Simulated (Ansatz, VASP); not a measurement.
**One calculation of ZnS (Wurtzite-2H), two programs**

```
Zn S
1.0
     3.81100    0.00000    0.00000
    -1.90550    3.30042    0.00000
     0.00000    0.00000    6.23400
Zn S
2 2
Direct
  0.66667 0.33333 0.50000
  0.33333 0.66667 0.00000
  0.66667 0.33333 0.88500
  0.33333 0.66667 0.38500
```

Alike in both runs: task band structure; functional PBE; k mesh 8 × 8 × 5; occupations fermi-dirac, width 0.05 eV; no spin polarisation.

```csv
,VASP,Ansatz
version,VASP 6.6.1,Ansatz 0.2.0
potentials or method,"VASP PAW PBE potentials, release 64 (Zn_sv_GW, S_GW)",Ansatz PAW
plane-wave cutoff (eV),600,420
valence electrons in the cell,52,36
```

VASP gave:

| Quantity | Value |
| --- | --- |
| gap on the k mesh at the Fermi level (eV) | 2.25 |
| least direct gap on the mesh (eV) | 2.25 |
| gap along the band path (eV) | 2.25 |
| pressure (GPa) | 1.4 |
| largest component of the traceless stress (GPa) | 1.36 |
| rms of the force components (eV/Å) | 0.185 |

Problem. Which values does Ansatz return?

Solution. gap on the k mesh at the Fermi level (eV): 2.25; least direct gap on the mesh (eV): 2.25; gap along the band path (eV): 2.25; pressure (GPa): 2.3; largest component of the traceless stress (GPa): 1.35; rms of the force components (eV/Å): 0.184.

Atom by atom the forces differ by 0.001 eV/Å (rms over components). The functional is the same, so the differences come from potentials, cutoffs and numerics. The two sets of potentials don't hold the same shells in valence.

PBE gaps usually lie below the measured ones, often by a third to a half.
